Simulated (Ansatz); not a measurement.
# Debugging a many-body input for BN (P6_3/mmc)

Aim: the G0W0 gap of BN (P6_3/mmc). The first input has a fault.

Calculated with Ansatz 0.2.0; G0W0 on PBE, plane waves, PAW.

The database entry behind the starting cell differs from later determinations by our own check (about 0.3 % short, minor phase), so it need not match the best structure at ambient conditions.

## 1. Starting point

Symmetry: P6_3/mmc, No. 194, hexagonal system. Conventional cell: a = 2.498 Å, b = 2.498 Å, c = 6.636 Å, α = 90.00°, β = 90.00°, γ = 120.00°. B has 3 N at 1.44 Å nearest. Nearest to N lie 3 B at 1.44 Å. Farther neighbours and most contacts between anions are not listed.

The cell and positions come from the Crystallography Open Database and are kept as given unless a step says otherwise. The default PAW set here is soft_2. Its files were made with PBE.

## 2. First try

Contents of input.yaml:

```yaml
crystal:
  lattice:
    - [2.49824, 0.0, 0.0]
    - [-1.24912, 2.1635393048, 0.0]
    - [0.0, 0.0, 6.6357]
  atoms:
    - { symbol: B, position: [0.3333333333, 0.6666666667, 0.25] }
    - { symbol: B, position: [0.6666666667, 0.3333333333, 0.75] }
    - { symbol: "N", position: [0.3333333333, 0.6666666667, 0.75] }
    - { symbol: "N", position: [0.6666666667, 0.3333333333, 0.25] }
kpoints:
  mp_grid: { grid: [2, 2, 2] }
hamiltonian:
  xc: pbe
scf:
  occupations: { method: fixed }
gw:
  n_empty_bands: 58
  ecut_chi: 80
  qp_bands: [v2, c2]
  qp_kpoints: band_edges
  screening: { model: contour_deformation }
```

On the command line:

```sh
> ansatz run input.yaml --threads 2 --pin off --max-ram 92160MiB --backend cuda --events-out ev --progress --plain --runs-dir out --devices 1 --max-vram 13GiB  # rebuilt from the run's record
```

Numbers of over 12 decimals in the logs are rounded to 6 here.

The log of the run:

```text
GPUs: using 1 of 1 available (devices: 1).
Engine: ansatz 0.2.0, x86_64-unknown-linux-gnu
Pseudopotentials: kind: paw
Pseudopotential: B, paw, valence charge 3, recommended cutoff 420 eV (normal), B.paw.azcp
Pseudopotential: N, paw, valence charge 5, recommended cutoff 420 eV (normal), N.paw.azcp
Functional definition: PBE
  parameter kappa = 0.804
  parameter beta = 0.066725
  exchange = pbe_x(kappa = kappa, mu = beta*pi^2/3)
  correlation = pbe_c(beta = beta)
device memory: the entry about to start is reckoned to put 0.5 GiB on a device that reports 54.5 GiB free (of which the cap on the GPU budget leaves the run 13.0 GiB)
GPU FFT provider: cuFFT
GPU libraries: cuBLAS 13.8.2, cuFFT 12.4.0, cuSOLVER 12.3.4
Crystal: 4 atoms, lattice volume = 35.866 Å³
Basis set: ecut = 420 eV, 689 PW (Γ)
Bands: 12, of which v1, the nominal top of the filled ones, is band 8 counted from 1 (7 counted from 0)
Symmetry: 24 space group operations
Space group: P63/mmc (ITA 194), of the structure as read, at distance tolerance 3.3e-5 Å
k-points: 4 of 8
Non-local potential: B, projectors of the file, l = 0: 2, l = 1: 2, l = 2: 1
Non-local potential: N, projectors of the file, l = 0: 2, l = 1: 2, l = 2: 1
PAW form: soft (Blöchl's): semilocal exchange-correlation on the pseudo side does not see the compensation charge
PAW one-centre angular grid: B, 110 points (default); XC on 64 Gauss nodes
PAW one-centre angular grid: N, 110 points (default); XC on 64 Gauss nodes
Initial density: superposition of atomic densities (neutral atoms: chi_scale 0, normalization atom), corrected by the library's trained network
Initial wavefunctions: pseudopotential atomic-orbital guess
GPU buffer pool allocated for 14580 grid points (all kernels)
GPU transforms: local potential and band sums: pruned to the plane-wave sphere, on 18×18×45
Functional: x = pbe(κ = 0.804, μ = 0.219515), c = pbe(β = 0.066725)
SCF iter   1: F=—  HF=-1081.813171 eV  |F-HF|=—  |Δ(HF+E_count)|=         —  Δρ=2.75e-2  dr2=2.42e-1  ethr=1.77e-3  ⟨swp⟩=5.0  Hψ=244  notcnv=0  defer=7
preconditioner: auto → none  [insulator: Δε(μ)=4.724 eV  Ē_g=14.910 eV  n_scr=4 (ndim 8)  ℏωp=24.8 eV  f_vac=0.022  ε∞_Penn≈3.8]
SCF iter   2: F=—  HF=-1081.750520 eV  |F-HF|=—  |Δ(HF+E_count)|=   6.27e-2  Δρ=1.11e-2  dr2=2.46e-2  ethr=1.51e-3  ⟨swp⟩=2.5  Hψ=112  notcnv=0  defer=8
SCF iter   3: F=—  HF=-1081.745536 eV  |F-HF|=—  |Δ(HF+E_count)|=   4.98e-3  Δρ=3.78e-3  dr2=2.30e-3  ethr=1.54e-4  ⟨swp⟩=2.0  Hψ=81  notcnv=0  defer=8
SCF iter   4: F=—  HF=-1081.746445 eV  |F-HF|=—  |Δ(HF+E_count)|=   9.10e-4  Δρ=3.35e-4  dr2=1.87e-5  ethr=1.44e-5  ⟨swp⟩=2.2  Hψ=78  notcnv=0  defer=8
SCF iter   5: F=—  HF=-1081.746468 eV  |F-HF|=—  |Δ(HF+E_count)|=   2.25e-5  Δρ=5.16e-5  dr2=3.57e-7  ethr=1.17e-7  ⟨swp⟩=2.2  Hψ=72  notcnv=0  defer=4
SCF iter   6: F=-1081.746468 eV  HF=-1081.746468 eV  |F-HF|=1.72e-9  |Δ(HF+E_count)|=   5.09e-7  Δρ=5.09e-6  dr2=5.15e-9  ethr=6.25e-10  ⟨swp⟩=4.8  Hψ=202  notcnv=0
SCF 1 converged in 6 iterations: F = -1081.746468 eV  dr2 = 5.15e-9
[...]
device memory: the entry about to start is reckoned to put 0.7 GiB on a device that reports 54.5 GiB free (of which the cap on the GPU budget leaves the run 13.0 GiB)
NSCF: frozen V_eff on 4 k-points
[...]
device memory: the entry about to start is reckoned to put 0.8 GiB on a device that reports 54.5 GiB free (of which the cap on the GPU budget leaves the run 13.0 GiB)
NSCF: frozen V_eff on 4 k-points
G₀W₀ screening: q 1/4
[... further progress lines ...]
device memory: the entry about to start is reckoned to put 0.3 GiB on a device that reports 54.4 GiB free (of which the cap on the GPU budget leaves the run 13.0 GiB)
NSCF: frozen V_eff on 1 k-points
device memory: the entry about to start is reckoned to put 0.3 GiB on a device that reports 54.4 GiB free (of which the cap on the GPU budget leaves the run 13.0 GiB)
NSCF: frozen V_eff on 1 k-points
SCF converged after 6 iterations
Free energy (F): -1081.746468 eV
Harris-Foulkes:  -1081.746468 eV  (|F-HF|=1.72e-9)
Internal energy: -1081.746468 eV  (E = F + TS)
E sigma→0 (E₀):  -1081.746468 eV
Fermi energy:    4.735167 eV
--- Per-component energies (eV) ---
  E_band       = -29.145268
  E_kinetic    = 376.236450
  E_local      = -702.155655  (includes V_loc(G=0)·N_el)
  E_nonlocal   = 114.115914
  E_hartree    = 229.207455
  E_xc         = -184.594183
  E_vxc        = -229.006892  (∫ρ·V_xc dr)
  E_paw        = -414.625446  (= ΣΔE_a)
  E_vpaw       = -46.749010  (= ΣTr[D̂ρ^β])
  E_aug_tail   = 0.000207  (compensation charges beyond the density's cutoff)
  E_ewald      = -499.931209
  E_smearing   = -0.000000  (= −TS)
  E_closure    = -0.000000  (closes the sum)
  Σ components = -1081.746468   (vs F -1081.746468, Δ=0.00e0)
--- Band table (eV) ---
  k-point 0: bands = [... 4 lower, 3.8758, 3.8758, 3.9151, 3.9151, 10.1637, 15.4910, 16.5942, 16.5942]
  k-point 1: bands = [... 4 lower, 3.8950, 3.8950, 3.8950, 3.8950, 12.6328, 12.6328, 16.6570, 16.6570]
  k-point 2: bands = [... 4 lower, 0.9824, 1.0500, 3.6417, 4.7352, 9.1625, 10.6253, 14.5641, 15.0159]
  k-point 3: bands = [... 4 lower, 1.0156, 1.0156, 4.2051, 4.2051, 9.6603, 9.6603, 14.9748, 14.9748]
--- G₀W₀: contour deformation, 5 samples at zero and on the imaginary axis and 1 off it, 8 q-points, 58 empty bands' worth ---
  eigenvalues of the whole cell's RPA ε∞ on this k-mesh (on a slab, of 1 + 4πα/V) = 2.6596, 9.4775, 9.4775; static W/v taken at q = 0 is -0.367810
  bands read: the sum over 66 bands ends inside a degenerate multiplet in 1 slot, whose members it reads at an even weight; the widest, k=0: bands 66 to 67 (counted from 1) at 1/2 each
  gw.qp_kpoints: band_edges: 4 of 4 stored k-points solved, in 1 pass; an edge of the gap read off the rows below is read off those points alone
    ik  band        ε_KS         Σx   Σc(E_QP)       V_xc       Z   E_QP_lin       E_QP  E_QP is
     0     7      3.9151   -24.7327     4.8976   -19.2376  0.7652     3.3119     3.3176  root
     0     8      3.9151   -24.7327     4.8976   -19.2376  0.7652     3.3119     3.3176  root
     0     9     10.1637    -5.1323    -4.2612    -9.0182  0.8331     9.7894     9.7885  root
     0    10     15.4910    -7.9961    -5.7339   -14.3181  0.6967    16.0932    16.0791  root
     1     7      3.8950   -24.7178     4.9036   -19.2134  0.7648     3.2883     3.2942  root
     1     8      3.8950   -24.7178     4.9036   -19.2134  0.7648     3.2883     3.2942  root
     1     9     12.6328    -6.4131    -4.7776   -11.2494  0.7845    12.6915    12.6914  root
     1    10     12.6328    -6.4131    -4.7776   -11.2494  0.7845    12.6915    12.6914  root
     2     7      3.6417   -19.7047     4.0139   -15.1217  0.7533     3.0663     3.0727  root
     2     8      4.7352   -21.0401     3.8127   -16.8808  0.7707     4.3871     4.3886  root
     2     9      9.1625    -5.0951    -5.0894   -10.6254  0.7980     9.6057     9.6034  root
     2    10     10.6253    -7.1171    -5.2461   -13.1559  0.7662    11.4316    11.4179  root
     3     7      4.2051   -20.3677     3.8915   -16.0081  0.7633     3.7336     3.7370  root
     3     8      4.2051   -20.3677     3.8915   -16.0081  0.7633     3.7336     3.7370  root
     3     9      9.6603    -5.8685    -5.0189   -11.4320  0.7907    10.2089    10.2049  root
     3    10      9.6603    -5.8685    -5.0189   -11.4320  0.7907    10.2089    10.2049  root
```

Wall time 2.6 s (1 × NVIDIA H100 80GB HBM3 (shared by 6 runs) with 2 threads of AMD EPYC 7R13 (Zen 3), shared host); peak memory 1 GiB.

Reading the cycles: dr2 is the Hartree energy of the density residual (eV), the measure of convergence; HF is the Harris–Foulkes estimate of the energy, which meets the free energy F at convergence.

Q: What is the fault?

The run ended normally, though the input holds a fault or crude settings.

The fault: G0W0 on a mesh far too coarse. So few points can't sample the density or the screening, and the band edges may lie elsewhere in the zone.

It printed a gap of 5.21 eV, which is an artefact of the settings.

## 3. A better input

Now the one-shot GW correction: screening in the RPA, then the self-energy of the levels asked for.

Changes to input.yaml since step 2:

```diff
@@ -11,3 +11,3 @@
 kpoints:
-  mp_grid: { grid: [2, 2, 2] }
+  mp_grid: { grid: [9, 9, 2] }
 hamiltonian:
@@ -17,4 +17,4 @@
 gw:
-  n_empty_bands: 58
-  ecut_chi: 80
+  n_empty_bands: 107
+  ecut_chi: 120
   qp_bands: [v2, c2]
```

The log of the run:

```text
GPUs: using 1 of 1 available (devices: 1).
[...]
GPU FFT provider: cuFFT
GPU libraries: cuBLAS 13.8.2, cuFFT 12.4.0, cuSOLVER 12.3.4
Crystal: 4 atoms, lattice volume = 35.866 Å³
Basis set: ecut = 420 eV, 689 PW (Γ)
Bands: 12, of which v1, the nominal top of the filled ones, is band 8 counted from 1 (7 counted from 0)
[... 1 set-up line as in the run before ...]
[...]
k-points: 24 of 162
[...]
GPU buffer pool allocated for 14580 grid points (all kernels)
[...]
SCF iter   1: F=—  HF=-1084.799649 eV  |F-HF|=—  |Δ(HF+E_count)|=         —  Δρ=1.45e-3  dr2=1.94e-4  ethr=1.77e-3  ⟨swp⟩=5.0  Hψ=1591  notcnv=0  defer=43
[...]
SCF iter   6: F=-1084.801081 eV  HF=-1084.801081 eV  |F-HF|=2.02e-10  |Δ(HF+E_count)|=   1.04e-8  Δρ=6.21e-7  dr2=7.94e-11  ethr=2.50e-11  ⟨swp⟩=4.3  Hψ=1302  notcnv=0
SCF 1 converged in 6 iterations: F = -1084.801081 eV  dr2 = 7.94e-11
[...]
0     7      3.5102   -23.6743     3.4540   -19.2429  0.7956     2.5227     2.5328  root
     0     8      3.5102   -23.6743     3.4540   -19.2429  0.7956     2.5227     2.5328  root
     0     9     10.0616    -4.9461    -3.9388    -9.1704  0.8390    10.3479    10.3472  root
     0    10     15.1430    -7.8256    -5.4994   -14.3929  0.7589    16.2398    16.2109  root
     1     7      3.4911   -23.6605     3.4593   -19.2203  0.7955     2.4999     2.5101  root
     1     8      3.4911   -23.6605     3.4593   -19.2203  0.7955     2.4999     2.5101  root
     1     9     12.4367    -6.3642    -4.4106   -11.4058  0.8146    13.0725    13.0677  root
     1    10     12.4367    -6.3642    -4.4106   -11.4058  0.8146    13.0725    13.0677  root
[...]
23     7      4.7935   -20.6259     2.6299   -17.2111  0.7851     4.0020     4.0086  root
    23     8      4.7935   -20.6259     2.6299   -17.2111  0.7851     4.0020     4.0086  root
    23     9      9.4569    -6.1903    -4.5527   -11.5679  0.8106    10.2888    10.2818  root
    23    10      9.4569    -6.1903    -4.5527   -11.5679  0.8106    10.2888    10.2818  root
[key lines of the parts left out:]
SCF converged after 6 iterations
Free energy (F): -1084.801081 eV
Fermi energy:    4.793511 eV
```

Wall time 12 s (1 × NVIDIA H100 80GB HBM3 (shared by 6 runs) with 2 threads); peak memory 1.1 GiB.

This step gave:

```yaml
bands_summed: 115
rpa_eps_infinity_on_this_mesh_eigenvalues: 2.533, 4.558, 4.558
plane_waves_in_the_screening_matrix: 107
q_points_in_the_mesh: 162
g0w0_gap_on_the_mesh: 5.919 eV
k_of_the_valence_top: 0.3333, 0.3333, -0.5
k_of_the_conduction_bottom: 0.1111, 0.4444, 0
starting_gap_on_the_mesh: 4.413 eV
z_at_the_valence_top: 0.7851
z_at_the_conduction_bottom: 0.8185
least_direct_g0w0_gap_on_the_computed_points: 6.258 eV
```

The gap on the mesh goes from 4.41 eV to 5.92 eV, a correction of +1.51 eV. Between the two edge states, bare exchange in place of the xc potential would open the gap by 8.50 eV, and correlation takes back 6.99 eV.

## 4. Summary of results

```json
{
 "first try": "converged after 2.6 s",
 "better run": "G0W0 gap on the mesh 5.92 eV (9×9×2 mesh, 107 empty bands, screening to 120 eV)"
}
```

The second run differs in: mesh, empty bands and screening cutoff (eV). Bands and cutoff are finite, so the gap is not at the basis limit. The miss can reach some tenths of an eV and take either sign; the mesh is an error of its own. The 9×9×2 mesh is coarse for this cell (its supercell is 13 Å along the shortest edge). The RPA ε∞ on it, from the PBE start, is 2.53 and 4.56; such meshes misread the long-range screening, most where the gap is narrow.

[Paths, hosts, dates, memory and timing lines, banners, echoed tables and standing remarks are left out of the program output.]

[Logs are printed without paths, hosts, clocks, repeated set-up lines and the standing remarks that a program may print on its own settings, such as how far it seeks lower states.]

[Runs of the session that timed out or met a known fault of the program may be left out.]

[Cells called generated may have been cut or substituted from an entry of the Crystallography Open Database or the Materials Project.]

[Hosts, paths, dates, database ids (printed as entryN), source tags and the programs' standing remarks are cut or masked in the printed files.]
